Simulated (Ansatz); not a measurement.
Relaxation of Si₂W

Method: Ansatz, DFT r2SCAN, scalar-relativistic, plane waves, PAW. (500 eV cutoff, 12×12×6 k-mesh, Gaussian smearing of 0.10 eV, no spin polarisation)

What was changed: uniaxial strain along a, with b, c and atoms relaxed: -1.5 %.

Spin–orbit coupling is left out, which can shift energies with elements as heavy as these.

Command:

```bash
ansatz run input.yaml --threads 1 --pin off --max-ram 2560MiB --backend cpu --events-out ev --progress --plain --runs-dir out
```

Input:

```yaml
crystal:
  lattice:
    - [3.163123706, 0.0, 0.0]
    - [0.0, 3.2233354516, 0.0]
    - [0.0, 0.0, 7.8338835074]
  atoms:
    - { symbol: Si, position: [0.0, 0.0, 0.3348248948] }
    - { symbol: Si, position: [0.5, 0.5, 0.1651751052] }
    - { symbol: Si, position: [0.5, 0.5, 0.8348248948] }
    - { symbol: Si, position: [0.0, 0.0, 0.6651751052] }
    - { symbol: W, position: [0.0, 0.0, 0.0] }
    - { symbol: W, position: [0.5, 0.5, 0.5] }
basis:
  ecutwfc: 500
kpoints:
  mp_grid: { grid: [12, 12, 6] }
hamiltonian:
  xc: r2scan
scf:
  occupations: { method: gaussian, width: 0.1 }
output:
  forces: true
  stress: true
  eigenvalues: true
relax:
  adjacent_minimum: "off"
  f_tol: 0.008
  max_steps: 40
  cell: { stress_tol: 0.015, fix: [a, angles] }
```

F is the free energy. Steps run on the plane waves of an earlier cell, but the last one, and at times one on the way, on a freshly chosen basis, so a repeated geometry can differ a little in energy. The held parts of the cell keep their stress, so P needn't end at zero.

Steps:

| step | F − F(1) (eV) | largest force component (eV/Å) | V (Å³/atom) | P (GPa) |
| --- | --- | --- | --- | --- |
| 1 | 0.0000 | 0.019 | 13.312 | 1.65 |
| 2 | -0.0004 | 0.006 | 13.288 | 2.14 |
| 3 | -0.0005 | 0.004 | 13.290 | 2.08 |
| 4 | -0.0005 | 0.002 | 13.292 | 2.05 |
| 5 | -0.0005 | 0.002 | 13.292 | 2.05 |

Relaxed structure:

```xyz
6
Lattice="3.1631 0.0000 0.0000 0.0000 3.2241 0.0000 0.0000 0.0000 7.8199" Properties=species:S:1:pos:R:3 pbc="T T T"
Si    0.0000    0.0000    2.6172
Si    1.5816    1.6120    1.2927
Si    1.5816    1.6120    6.5272
Si    0.0000    0.0000    5.2027
W     0.0000    0.0000    0.0000
W     1.5816    1.6120    3.9100
```

The structure is orthorhombic, space group Immm (No. 71). The conventional cell has a = 3.163 Å, b = 3.224 Å, c = 7.820 Å, α = 90.00°, β = 90.00°, γ = 90.00°. Around Si (site symmetry mm2) lie 5 Si at 2.59 to 2.62 Å and 5 W at 2.60 to 2.62 Å. W (site symmetry mmm) is surrounded by 10 Si at 2.60 to 2.62 Å.

The run converged. Time: 110 s on 1 thread of Intel(R) Xeon(R) 6975P-C (Granite Rapids), with other jobs on the host, peak memory 0.88 GiB.